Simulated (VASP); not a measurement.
# AlN (P6_3mc) in VASP: a series of runs

The runs below take AlN through dielectric tensor, with PBE.

Program: VASP 6.6.1. These are calculated values, not measurements. Logs are shortened: lines on timing, memory, paths and dates and some standing lists are left out, and cuts for length are marked.

**1. Starting point**

Symmetry: P6_3mc, No. 186, hexagonal system. Conventional cell: a = 3.113 Å, b = 3.113 Å, c = 4.981 Å, α = 90.00°, β = 90.00°, γ = 120.00°. Al (site symmetry 3m) is surrounded by 4 N at 1.89 Å. N (site symmetry 3m) is surrounded by 4 Al at 1.89 Å.

**2. Dielectric tensor, PBE**

Contents of INCAR:

```
  PREC = Accurate
  ENCUT = 520
  EDIFF = 1E-8
  ISMEAR = 0
  SIGMA = 0.01
  LREAL = False
  LASPH = True
  NELM = 100
  ALGO = Normal
  ISIF = 2
  LWAVE = False
  LCHARG = False
  GGA = PE
  LEPSILON = True
```

Contents of KPOINTS:

```
Automatic mesh
0
Gamma
  5 5 3
```

Contents of POSCAR:

```
AlN
1.0
    3.1130000000      0.0000000000      0.0000000000
   -1.5565000000      2.6959370820      0.0000000000
    0.0000000000      0.0000000000      4.9810000000
Al N
2 2
Direct
    0.6666666667      0.3333333333      0.5000000000
    0.3333333333      0.6666666667      0.0000000000
    0.6666666667      0.3333333333      0.8800000000
    0.3333333333      0.6666666667      0.3800000000
```

Potentials or basis: VASP PAW PBE potentials, release 64 (Al, N).

Command:

```console
> cat potpaw_PBE.64/Al/POTCAR potpaw_PBE.64/N/POTCAR > POTCAR
> mpirun -np 1 vasp_std > vasp.out
```

OUTCAR:

```text
PREC = Accurate
   ENCUT = 520
   EDIFF = 1E-8
   ISMEAR = 0
   LREAL = False
   LASPH = True
   NELM = 100
   ISIF = 2
   GGA = PE
   LEPSILON = True

 Found     10 irreducible k-points:

 Following reciprocal coordinates:
            Coordinates               Weight
  0.000000  0.000000  0.000000      1.000000
  0.200000 -0.000000  0.000000      6.000000
  0.400000  0.000000  0.000000      6.000000
  0.200000  0.200000  0.000000      6.000000
  0.400000  0.200000  0.000000      6.000000
  0.000000  0.000000  0.333333      2.000000
   k-points           NKPTS =     10   k-points in BZ     NKDIM =     10   number of bands    NBANDS=     12
   number of dos      NEDOS =    301   number of ions     NIONS =      4
   total plane-waves  NPLWV =  23040
   dimension x,y,z NGX =    24 NGY =   24 NGZ =   40
   dimension x,y,z NGXF=    48 NGYF=   48 NGZF=   80
   ions per type =               2   2
   NGX,Y,Z   is equivalent  to a cutoff of  12.82, 12.82, 13.35 a.u.
   NGXF,Y,Z  is equivalent  to a cutoff of  25.63, 25.63, 26.70 a.u.
 SYSTEM =  unknown system
   PREC   = accura    normal or accurate (medium, high low for compatibility)
   ISTART =      0    job   : 0-new  1-cont  2-samecut
   ICHARG =      2    charge: 1-file 2-atom 10-const
   ISPIN  =      1    spin polarized calculation?
   LNONCOLLINEAR =      F non collinear calculations
   LSORBIT =      F    spin-orbit coupling
   LASPH  =      T    aspherical Exc in radial PAW
   ENCUT  =  520.0 eV  38.22 Ry    6.18 a.u.   5.79  5.79  9.26*2*pi/ulx,y,z
   NELM   =    100;   NELMIN=  2; NELMDL= -5     # of ELM steps
   EDIFF  = 0.1E-07   stopping-criterion for ELM
   LREAL  =      F    real-space projection
   EDIFFG = 0.1E-06   stopping-criterion for IOM
   NSW    =      0    number of steps for IOM
   IBRION =     -1    ionic relax: 0-MD 1-quasi-New 2-CG
   NFREE  =      0    steps in history (QN), initial steepest desc. (CG)
   ISIF   =      2    stress and relaxation
   ISYM   =      2    0-nonsym 1-usesym 2-fastsym
   POTIM  = 0.5000    time-step for ionic-motion
   TEBEG  =    0.0;   TEEND  =   0.0 temperature during run
   PSTRESS=    0.0 pullay stress
   NELECT =      16.0000    total number of electrons
   NUPDOWN=      -1.0000    fix difference up-down
   EMIN   =  10.00;   EMAX   =-10.00  energy-range for DOS
   EFERMI =   0.00;   METHOD = LEGACY
   ISMEAR =     0;   SIGMA  =   0.01  broadening in eV -4-tet -1-fermi 0-gaus
   EFERMI_NEDOS =   21; number of points for ismear=-14 and -15
   IALGO  =     38    algorithm
   IMIX   =      4    mixing-type and parameters
     AMIX     =   0.40;   BMIX     =  1.00
     AMIX_MAG =   1.60;   BMIX_MAG =  1.00
  volume/ion in A,a.u.               =      10.45        70.52
  Fermi-wavevector in a.u.,A,eV,Ry     =   1.188629  2.246183 19.222843  1.412839
  Thomas-Fermi vector in A             =   2.324754
   LORBIT       =      0    0 simple, 1 ext, 2 COOP (PROOUT), +10 PAW based schemes
   GGA     = PE    functional components
   LHFCALC =     F    Hartree Fock is set to
   AEXX    =    0.0000 exact exchange contribution
   IVDW    =     0    specifies the selected vdW correction
   LEPSILON=     T    determine dielectric tensor
   LRPA    =     F    only Hartree local field effects (RPA)
 non-spin polarized calculation
 Gauss-broadening in eV      SIGMA  =   0.01
  energy-cutoff  :      520.00
  volume of cell :       41.80
 maximum number of plane-waves:      1142
 NGX is ok and might be reduce to    24
   NGX = 11   NGY = 11   NGZ = 19

--------------------------------------- Ionic step        1  -------------------------------------------

 number of electron      15.9999997 magnetization

 E-fermi :   6.1800     XC(G=0): -10.9058

 val. band max:        6.1258305186   @ k =   0.0000   0.0000   0.0000
 cond. band min:      10.3478337506   @ k =   0.0000   0.0000   0.0000
 fundamental gap:      4.2220032319
 Fermi energy:         6.1799820412

 k-point     1 :       0.0000    0.0000    0.0000
  band No.  band energies     occupation
      1      -9.0340      2.00000
      2      -6.8848      2.00000
      3       0.1509      2.00000
      4       5.2941      2.00000
      5       5.2941      2.00000
      6       5.9464      2.00000
      7       5.9464      2.00000
      8       6.1258      2.00000
      9      10.3478      0.00000
     10      12.7872      0.00000
     11      16.7400      0.00000
     12      17.2874      0.00000

 k-point     2 :       0.2000   -0.0000    0.0000
  band No.  band energies     occupation
      1      -8.5425      2.00000
      2      -6.6279      2.00000
      3       0.7440      2.00000
      4       3.4046      2.00000
      5       4.2701      2.00000
      6       4.7747      2.00000
      7       5.8225      2.00000
      8       5.8667      2.00000
      9      11.9604      0.00000
     10      13.9515      0.00000
     11      14.8197      0.00000
     12      15.8836      0.00000

 k-point     3 :       0.4000    0.0000    0.0000
  band No.  band energies     occupation
      1      -7.4013      2.00000
      2      -6.3296      2.00000
      3       1.0624      2.00000
      4       2.2302      2.00000
      5       2.3528      2.00000
      6       4.1565      2.00000
      7       4.8181      2.00000
      8       5.5215      2.00000
      9      12.1307      0.00000
     10      12.2737      0.00000
     11      14.2492      0.00000
     12      16.4203      0.00000

 k-point     4 :       0.2000    0.2000    0.0000
  band No.  band energies     occupation
      1      -7.7031      2.00000
      2      -6.3362      2.00000
      3       1.8236      2.00000
      4       2.1709      2.00000
      5       2.3583      2.00000
      6       4.0198      2.00000
      7       4.9236      2.00000
      8       5.2360      2.00000
      9      12.8171      0.00000
     10      13.4718      0.00000
     11      14.6533      0.00000
     12      15.6543      0.00000

 k-point     5 :       0.4000    0.2000    0.0000
  band No.  band energies     occupation
      1      -6.8447      2.00000
      2      -6.3805      2.00000
      3       1.0635      2.00000
      4       2.2688      2.00000
      5       2.8801      2.00000
      6       3.1591      2.00000
      7       4.1997      2.00000
      8       4.3735      2.00000
      9      11.5193      0.00000
     10      13.6771      0.00000
     11      15.2276      0.00000
     12      16.1325      0.00000

 k-point     6 :       0.0000    0.0000    0.3333
  band No.  band energies     occupation
      1      -8.6190      2.00000
      2      -7.5865      2.00000
      3       1.4929      2.00000
      4       4.2430      2.00000
      5       5.4500      2.00000
      6       5.4500      2.00000
      7       5.7762      2.00000
      8       5.7762      2.00000
      9      11.7867      0.00000
     10      12.9145      0.00000
     11      16.2898      0.00000
     12      17.2916      0.00000

 [... further k-points ...]

  FORCE on cell =-STRESS in cart. coord.  units (eV):
  Direction    XX          YY          ZZ          XY          YZ          ZX
  --------------------------------------------------------------------------------------
  -------------------------------------------------------------------------------------
  Total        0.7590306      0.7590306      1.1725583      0.0000000      0.0000000      0.0000000
  in kB       29.0913886     29.0913886     44.9406759      0.0000000      0.0000000      0.0000000
  external PRESSURE =      34.3744844 kB  Pullay stress =       0.0000000 kB

 VOLUME and BASIS-vectors are now :
 -----------------------------------------------------------------------------
  energy-cutoff  :      520.00
  volume of cell :       41.80
      direct lattice vectors                 reciprocal lattice vectors
     3.113000000  0.000000000  0.000000000     0.321233537  0.185464269  0.000000000
    -1.556500000  2.695937082  0.000000000     0.000000000  0.370928538  0.000000000
     0.000000000  0.000000000  4.981000000     0.000000000  0.000000000  0.200762899

 POSITION                                       TOTAL-FORCE (eV/Angst)
 -----------------------------------------------------------------------------------
      1.55650      0.89865      2.49050         0.000000      0.000000     -0.131960
     -0.00000      1.79729      0.00000        -0.000000     -0.000000     -0.131960
      1.55650      0.89865      4.38328         0.000000      0.000000      0.131960
     -0.00000      1.79729      1.89278        -0.000000      0.000000      0.131960
 -----------------------------------------------------------------------------------
    total drift:                               -0.000000     -0.000000      0.000397

  FREE ENERGIE OF THE ION-ELECTRON SYSTEM (eV)
  ---------------------------------------------------
  free  energy   TOTEN  =       -29.7632951737 eV

  energy  without entropy=      -29.7632951737  energy(sigma->0) =      -29.76329517

 HEAD OF MICROSCOPIC STATIC DIELECTRIC TENSOR (INDEPENDENT PARTICLE, excluding Hartree and local field effects)
 ------------------------------------------------------
           4.730174     0.000000     0.000000
           0.000000     4.730174     0.000000
           0.000000     0.000000     4.875603
 ------------------------------------------------------

 Free energy of the ion-electron system (eV)
  ---------------------------------------------------
  ---------------------------------------------------
  free energy    TOTEN  =        -0.45735816 eV

  energy without entropy =       -0.45735816

------------------------ aborting loop because EDIFF is reached ----------------------------------------

--------------------------------------- Ionic step        2  -------------------------------------------

------------------------ aborting loop because EDIFF is reached ----------------------------------------

--------------------------------------- Ionic step        3  -------------------------------------------

 Free energy of the ion-electron system (eV)
  ---------------------------------------------------
  ---------------------------------------------------
  free energy    TOTEN  =        -0.47594867 eV

  energy without entropy =       -0.47594867

------------------------ aborting loop because EDIFF is reached ----------------------------------------

 PIEZOELECTRIC TENSOR FIELD DIRECTION 3  (e Angst)
 -----------------------------------------------------------------------------
     0.68345  0.00000  0.00000           (  0.00376  0.00000  0.00000)
     0.00000  0.68345 -0.00000           (  0.00000  0.00376  0.00000)
     0.00000  0.00000 -1.02609           (  0.00000  0.00000 -0.00225)

 PIEZOELECTRIC TENSOR FIELD DIRECTION 3  (C/m^2)
 -----------------------------------------------------------------------------
     0.26195  0.00000  0.00000
     0.00000  0.26195 -0.00000
     0.00000  0.00000 -0.39327

 MACROSCOPIC STATIC DIELECTRIC TENSOR (including local field effects in DFT)
 ------------------------------------------------------
           4.591148     0.000000     0.000000
          -0.000000     4.591148     0.000000
           0.000000     0.000000     4.753568
 ------------------------------------------------------

 PIEZOELECTRIC TENSOR (including local field effects)  for field in x, y, z        (e  Angst)
          XX          YY          ZZ          XY          YZ          ZX
  --------------------------------------------------------------------------------
  x    -0.00000     0.00000     0.00000     0.00000     0.00000     0.89008
  y    -0.00000     0.00000    -0.00000     0.00000     0.89008     0.00000
  z     0.68345     0.68345    -1.02609     0.00000     0.00000    -0.00000

 PIEZOELECTRIC TENSOR (including local field effects)  for field in x, y, z        (C/m^2)
          XX          YY          ZZ          XY          YZ          ZX
  --------------------------------------------------------------------------------
  x    -0.00000     0.00000     0.00000     0.00000     0.00000     0.34114
  y    -0.00000     0.00000    -0.00000     0.00000     0.34114     0.00000
  z     0.26195     0.26195    -0.39327     0.00000     0.00000    -0.00000

 BORN EFFECTIVE CHARGES (including local field effects) (in |e|, cummulative output)
 ---------------------------------------------------------------------------------
 ion    1
    1     2.53342    -0.00000     0.00000
    2     0.00000     2.53342     0.00000
    3     0.00000     0.00000     2.67902
 ion    2
    1     2.53342     0.00000     0.00000
    2     0.00000     2.53342    -0.00000
    3     0.00000     0.00000     2.67902
 ion    3
    1    -2.53342    -0.00000     0.00000
    2     0.00000    -2.53342    -0.00000
    3     0.00000     0.00000    -2.67902
 ion    4
    1    -2.53342     0.00000     0.00000
    2    -0.00000    -2.53342     0.00000
    3     0.00000     0.00000    -2.67902
```

Wall time 56 s (1 thread of Intel Xeon Platinum 8488C (Sapphire Rapids), shared host); peak memory 0.17 GiB.

The run converged, but some of its settings lie outside the range that counts as converged, so its numbers aren't taken as properties of the crystal.

Results:

| Item | Value |
| --- | --- |
| Band gap on the k mesh | 4.22 eV, direct |
| Electronic dielectric tensor (diagonal) | 4.59, 4.59, 4.75 |
| Born charges (mean of the diagonal) | Al +2.58; N -2.58 e |

Caveat: the k mesh is coarse (spacing up to 0.47 Å⁻¹), so the values aren't converged.

**3. Dielectric tensor, PBE**

INCAR: that of step 2 with these lines changed.

```diff
@@ -1,3 +1,3 @@
   PREC = Accurate
-  ENCUT = 520
+  ENCUT = 400
   EDIFF = 1E-8
```

Contents of KPOINTS:

```
Automatic mesh
0
Gamma
  6 6 4
```

POSCAR is that of step 2.

Potentials or basis: VASP PAW PBE potentials, release 64 (Al, N).

Command:

```console
> cat potpaw_PBE.64/Al/POTCAR potpaw_PBE.64/N/POTCAR > POTCAR
> mpirun -np 1 vasp_std > vasp.out
```

OUTCAR:

```text
PREC = Accurate
   ENCUT = 400
   EDIFF = 1E-8
   ISMEAR = 0
   LREAL = False
   LASPH = True
   NELM = 100
   ISIF = 2
   GGA = PE
   LEPSILON = True

 Found     21 irreducible k-points:

 Following reciprocal coordinates:
            Coordinates               Weight
  0.000000  0.000000  0.000000      1.000000
  0.166667  0.000000  0.000000      6.000000
  0.333333  0.000000  0.000000      6.000000
  0.500000  0.000000  0.000000      3.000000
  0.166667  0.166667  0.000000      6.000000
  0.333333  0.166667  0.000000     12.000000
   k-points           NKPTS =     21   k-points in BZ     NKDIM =     21   number of bands    NBANDS=     12
   number of dos      NEDOS =    301   number of ions     NIONS =      4
   total plane-waves  NPLWV =  12800
   dimension x,y,z NGX =    20 NGY =   20 NGZ =   32
[... 235 lines left out ...]
           0.000000     4.498232     0.000000
          -0.000000     0.000000     4.646651
 ------------------------------------------------------

 PIEZOELECTRIC TENSOR (including local field effects)  for field in x, y, z        (e  Angst)
          XX          YY          ZZ          XY          YZ          ZX
  --------------------------------------------------------------------------------
  x     0.00000    -0.00000     0.00000    -0.00000     0.00000     0.88927
  y    -0.00000     0.00000     0.00000     0.00000     0.88927     0.00000
  z     0.68673     0.68673    -1.03632     0.00000     0.00000     0.00000

 PIEZOELECTRIC TENSOR (including local field effects)  for field in x, y, z        (C/m^2)
          XX          YY          ZZ          XY          YZ          ZX
  --------------------------------------------------------------------------------
  x     0.00000    -0.00000     0.00000    -0.00000     0.00000     0.34083
  y    -0.00000     0.00000     0.00000     0.00000     0.34083     0.00000
  z     0.26320     0.26320    -0.39719     0.00000     0.00000     0.00000

 BORN EFFECTIVE CHARGES (including local field effects) (in |e|, cummulative output)
 ---------------------------------------------------------------------------------
 ion    1
    1     2.51693    -0.00000     0.00000
    2     0.00000     2.51693    -0.00000
    3     0.00000     0.00000     2.66467
 ion    2
    1     2.51693     0.00000     0.00000
    2     0.00000     2.51693     0.00000
    3     0.00000     0.00000     2.66467
 ion    3
    1    -2.51693     0.00000     0.00000
    2     0.00000    -2.51693     0.00000
    3     0.00000    -0.00000    -2.66467
 ion    4
    1    -2.51693     0.00000    -0.00000
    2     0.00000    -2.51693     0.00000
    3     0.00000     0.00000    -2.66467
```

OSZICAR:

```text
[... 13 lines left out ...]
RMM:   3    -0.430763357387E+00    0.46121E-02   -0.74996E-03   818   0.626E-01    0.592E-01
RMM:   4    -0.457246413550E+00   -0.26483E-01   -0.11079E-02   825   0.791E-01    0.881E-02
RMM:   5    -0.461225544548E+00   -0.39791E-02   -0.20743E-04   830   0.120E-01    0.230E-02
RMM:   6    -0.462075968936E+00   -0.85042E-03   -0.24433E-05   875   0.389E-02    0.713E-03
RMM:   7    -0.462313735294E+00   -0.23777E-03   -0.15005E-06   875   0.103E-02    0.234E-03
RMM:   8    -0.462404792901E+00   -0.91058E-04   -0.21799E-07   879   0.396E-03    0.274E-04
RMM:   9    -0.462404416549E+00    0.37635E-06    0.18834E-09   902   0.591E-04    0.791E-05
RMM:  10    -0.462403644712E+00    0.77184E-06    0.28688E-08   745   0.187E-04    0.199E-05
RMM:  11    -0.462403516650E+00    0.12806E-06   -0.57585E-10   443   0.544E-05    0.369E-06
```

stdout:

```text
POSCAR found type information on POSCAR AlN
 POSCAR found :  2 types and       4 ions
 scaLAPACK will be used
 LDA part: xc-table for (Slater+PW92), standard interpolation
 POSCAR, INCAR and KPOINTS ok, starting setup
 FFT: planning ... GRIDC
 FFT: planning ... GRID_SOFT
 FFT: planning ... GRID
 WAVECAR not read
 entering main loop
 Linear response reoptimize wavefunctions to high precision
 Linear response G [H, r] |phi>, progress :
  Direction:   1
 Linear response G [H, r] |phi>, progress :
  Direction:   2
 Linear response G [H, r] |phi>, progress :
  Direction:   3
 Linear response to external field (no local field effect), progress :
  Direction:   1
 dielectric tensor                  component  1 :     4.059    -1.016    -0.251
 Linear response to external field (no local field effect), progress :
  Direction:   2
 dielectric tensor                  component  2 :    -1.016     5.219    -0.157
 Linear response to external field (no local field effect), progress :
  Direction:   3
 dielectric tensor                  component  3 :    -0.251    -0.157     4.770
 Linear response to external field, progress :
  Direction:   1
 dielectric tensor                  component  1 :     4.498    -0.388    -0.000
 Linear response to external field, progress :
  Direction:   2
 dielectric tensor                  component  2 :    -0.612     4.498    -0.000
 Linear response to external field, progress :
  Direction:   3
 dielectric tensor                  component  3 :    -0.252    -0.158     4.647
 Born effective charges drift removed
```

Wall time 66 s (1 thread of Intel Xeon Platinum 8488C (Sapphire Rapids), shared host); peak memory 0.16 GiB.

The run converged, but some of its settings lie outside the range that counts as converged, so its numbers aren't taken as properties of the crystal.

What came out:

```
Band gap on the k mesh                  : 4.21 eV, direct
Electronic dielectric tensor (diagonal) : 4.50, 4.50, 4.65
Born charges (mean of the diagonal)     : Al +2.57; N -2.57 e
```

Caveat: the cutoff is under 1.25 times the usual one of these potentials, so pressure, stress and relaxed cells hold a basis-set (Pulay) error.

(Part 1 of 3 ends here.)
